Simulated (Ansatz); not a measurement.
Runs of Ansatz 0.2.0 on MoS2. It takes space group R3m (No. 160, trigonal). The conventional cell has a = 3.160 Å, b = 3.160 Å, c = 18.450 Å, α = 90.00°, β = 90.00°, γ = 120.00°. Around Mo (site symmetry 3m) lie 6 S at 2.39 Å. S (site symmetry 3m) has 3 Mo at 2.39 Å as nearest neighbours. Around S (site symmetry 3m) lie 3 Mo at 2.39 Å. Measurements of this composition are mostly on another form, of space group No. 194.

```tsv
task	level	cell	k mesh	cutoff (eV)	points for each segment of the path	target pressure (GPa)	gap on the mesh (eV)	pressure (GPa)	largest force (eV/Å)
band structure	PBE0	as given	6 × 6 × 6	420	4	-	(c)	0.5	0.09
relaxation of cell and atoms	r2SCAN	relaxed to 2 GPa	10 × 10 × 10	500	-	2	1.03	2.0	-
band structure	r2SCAN0	as given	6 × 6 × 6	500	4	-	2.09	(b)	(a)
relaxation of cell and atoms	r2SCAN	relaxed to 5 GPa	10 × 10 × 10	500	-	5	0.82	5.0	-
relaxation of cell and atoms	r2SCAN	relaxed to 30 GPa	10 × 10 × 10	500	-	30	none	30.0	-
```

Alike in all rows: potentials or basis Ansatz PAW; no spin polarisation; smearing fermi-dirac 0.05 eV.

Question: Estimate the missing entries.

Answer: (a) 0.15; (b) 0.0; (c) 2.03.

Caveats: the PAW data sets come from PBE, with cores solved anew for the run's functional, which leaves a small shift of forces and pressure; the plane-wave basis is chosen anew once the cell has moved, so the energies of steps on either side of that aren't comparable (some runs); the thresholds are loose for stress (some runs).

A k mesh can miss the band edges, and the runs leave out spin-orbit coupling on Mo.

A gap of «none» marks a metal or a gap under the smearing width.

Runs at the PBE level aren't shown here.
